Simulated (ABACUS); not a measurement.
# InP (F-43m) in ABACUS: settings compared, part 2 of 2

ABACUS 3.10.1.

### 4 Single point, r2SCAN

The input, INPUT:

```
INPUT_PARAMETERS
suffix              InP
calculation         scf
basis_type          lcao
pseudo_dir          ./
orbital_dir         ./
symmetry            1
dft_functional      MGGA_X_R2SCAN+MGGA_C_R2SCAN
ecutwfc             100
pseudo_rcut         10
nspin               1
nbands              19
ks_solver           genelpa
smearing_method     fd
smearing_sigma      0.00367493
scf_thr             1e-07
scf_nmax            100
mixing_type         broyden
mixing_beta         0.7
cal_force           1
cal_stress          1
mixing_tau          1
out_mul             1
out_chg             1
```

The input, STRU:

```
ATOMIC_SPECIES
In 114.8180 In_ONCV_PBE-1.2.upf
P 30.9738 P_ONCV_PBE-1.2.upf

NUMERICAL_ORBITAL
In_confined-atom_8au_2s2p2d.orb
P_confined-atom_7au_2s2p1d.orb

LATTICE_CONSTANT
1.8897261246

LATTICE_VECTORS
0.0000000000 2.9305000000 2.9305000000
2.9305000000 0.0000000000 2.9305000000
2.9305000000 2.9305000000 0.0000000000

ATOMIC_POSITIONS
Direct

In
0.0
1
0.0000000000 0.0000000000 0.0000000000 1 1 1

P
0.0
1
0.7500000000 0.7500000000 0.7500000000 1 1 1
```

The input, KPT:

```
K_POINTS
0
Gamma
6 6 6 0 0 0
```

Potentials or basis: SG15 ONCV 1.2 PBE, DZP LCAO (the cutoffs set its grid).

The run is started by

```sh
$ OMP_NUM_THREADS=1 mpirun -np 4 abacus > log
```

running log:

```text
ABACUS v3.10.1

               Atomic-orbital Based Ab-initio Computation at UStc

 ------------------------------------------------------------------------------------

 READING GENERAL INFORMATION
                           global_out_dir = OUT.InP/
                           global_in_card = INPUT
                               pseudo_dir = ./
                              orbital_dir = ./
                                    DSIZE = 4
                                    GSIZE = 1

 READING UNITCELL INFORMATION
                                    ntype = 2
                  lattice constant (Bohr) = 1.88973
              lattice constant (Angstrom) = 1

 READING ATOM TYPE 1
[... 386 lines left out ...]
       2       -6.73928     0.00925926
       3       -6.73928     0.00925926
       4       -6.54708     0.00925926
       5       -6.54708     0.00925926
       6       -4.75977     0.00925926
[... 104 lines left out ...]
       6       -3.60763       0.222222
[... 11 lines left out ...]
      18        23.5417        0.00000
      19        24.0778        0.00000

[... levels at 10 further k points ...]

 correction force for each atom along direction 1 is 0.00196195
 correction force for each atom along direction 2 is -0.00629472
 correction force for each atom along direction 3 is -0.0201230
------------------------------------------------------------------------------------------
 TOTAL-FORCE (eV/Angstrom)
------------------------------------------------------------------------------------------
                       In1         0.0000000000         0.0000000000         0.0000000000
                        P1         0.0000000000         0.0000000000         0.0000000000
------------------------------------------------------------------------------------------

----------------------------------------------------------------
 TOTAL-STRESS (KBAR)
----------------------------------------------------------------
        12.2225621713         0.0000000000        -0.0000000000
        -0.0000000000        12.2225621713         0.0000000000
         0.0000000000        -0.0000000000        12.2225621713
----------------------------------------------------------------
 TOTAL-PRESSURE: 12.222562 KBAR

 --------------------------------------------
 !FINAL_ETOT_IS -1591.9877937229259715 eV
 --------------------------------------------
```

stdout:

```text
ABACUS v3.10.1

               Atomic-orbital Based Ab-initio Computation at UStc

 dft_functional readin is: MGGA_X_R2SCAN+MGGA_C_R2SCAN
 dft_functional in pseudopot file is: PBE
 Please make sure this is what you need
[... 42 lines left out ...]
 GE10    -1.59198779e+03  -1.26914019e-09   1.4141e-08   5.6526e-07   0.67
----------------------------------------------------------------
 TOTAL-STRESS (KBAR)
----------------------------------------------------------------
        12.2225621713         0.0000000000        -0.0000000000
        -0.0000000000        12.2225621713         0.0000000000
         0.0000000000        -0.0000000000        12.2225621713
----------------------------------------------------------------
 TOTAL-PRESSURE: 12.222562 KBAR
```

mulliken.txt:

```text
 0
CALCULATE THE MULLIkEN ANALYSIS FOR EACH ATOM
 Total charge:	18
Decomposed Mulliken populations
[... 44 lines left out ...]
px                                     1             -0.0214
py                                     1             -0.0153
SUM OVER M                                           -0.0711
SUM OVER M+Zeta                                       3.1718

dz^2                                   0              0.0205
dxz                                    0              0.0286
dyz                                    0              0.0236
dx^2-y^2                               0              0.0107
dxy                                    0              0.0394
SUM OVER M                                            0.1228
SUM OVER M+Zeta                                       0.1228

SUM OVER M+Zeta+L                                     5.0591

Total Charge on atom:                  P              5.0591
```

It took 9.1 s on 4 MPI ranks of AMD EPYC 9R45 (Zen 5), shared host; peak memory 0.44 GiB.

What came out:

| Item | Value |
| --- | --- |
| Free energy | -1591.9878 eV |
| Pressure | 1.2 GPa |
| Band gap on the k mesh | 0.95 eV, direct |
| Mulliken charges | In +0.06; P -0.06 e |

Levels at points of the mesh, in eV from the valence-band top:
```csv
k point,band 5,band 6,band 7,band 8,band 9,band 10,band 11,band 12,band 13,band 14
"(0.00, 0.00, 0.00)",-13.98,-12.19,0.00,0.00,0.00,0.95,4.27,4.27,4.27,9.48
"(0.50, 0.50, 0.50)",-13.96,-10.33,-6.11,-1.07,-1.07,1.64,5.11,5.11,8.35,11.44
"(0.50, 0.50, 0.00)",-13.94,-9.63,-6.18,-2.50,-2.50,2.04,2.53,10.22,10.23,10.23
```

Caveat: the atomic orbitals were generated for these runs and aren't a published set; Mulliken charges move with the basis; the potentials were made for another functional, which shifts forces and pressure; spin-orbit coupling is left out, which moves the levels of the heavy elements; the basis of atomic orbitals isn't converged, which shifts pressures, moduli and gaps.

### 5 Overview

| task | level | potentials or basis | cell | k mesh | max steps of the relaxation | force threshold | optimiser | stress threshold | gap on the mesh (eV) | pressure (GPa) |
| --- | --- | --- | --- | --- | --- | --- | --- | --- | --- | --- |
| single point | PBE | PseudoDojo NC SR 0.5 PBE standard, TZDP LCAO (the cutoffs set its grid) | as given | 7 × 7 × 7 | - | - | - | - | 0.84 | 3.7 |
| relaxation of cell and atoms | PBE | PseudoDojo NC SR 0.5 PBE standard, TZDP LCAO (the cutoffs set its grid) | relaxed | 7 × 7 × 7 | 60 | 0.005 eV/Å | cg | 1 kbar | - | 0.0 |
| single point | r2SCAN | SG15 ONCV 1.2 PBE, DZP LCAO (the cutoffs set its grid) | as given | 6 × 6 × 6 | - | - | - | - | 0.95 | 1.2 |

Alike in all rows: no spin polarisation; cutoff (eV) 1361; smearing fermi-dirac 0.05 eV.

Caveats: the atomic orbitals were generated for these runs and aren't a published set; the basis of atomic orbitals isn't converged, which shifts pressures, moduli and gaps; spin-orbit coupling is left out, which moves the levels of the heavy elements (some runs); the potentials were made for another functional, which shifts forces and pressure (some runs).

Absolute energies hang on the potentials; compare differences alone.

### 6 Comparison with measurements

Step 2. Measured gap of InP: 1.4236 eV (direct; 1.6 K; a printed reference work, data compilation). This calculation gives 0.84 eV (-0.59 eV). Spin-orbit coupling on In is left out. The value is that of PBE in an atomic basis (PseudoDojo NC SR 0.5 PBE standard, TZDP LCAO (the cutoffs set its grid)), whose error adds to the functional's,, without temperature or zero-point motion. Semilocal functionals fall short of measured gaps as a rule.

Step 4. Against the measured gap of InP, 1.4236 eV (direct; 1.6 K; a printed reference work, data compilation), the calculated 0.95 eV is off by -0.47 eV. Spin-orbit coupling on In is left out. The value is that of r2SCAN in an atomic basis (SG15 ONCV 1.2 PBE, DZP LCAO (the cutoffs set its grid)), whose error adds to the functional's,, without temperature or zero-point motion.
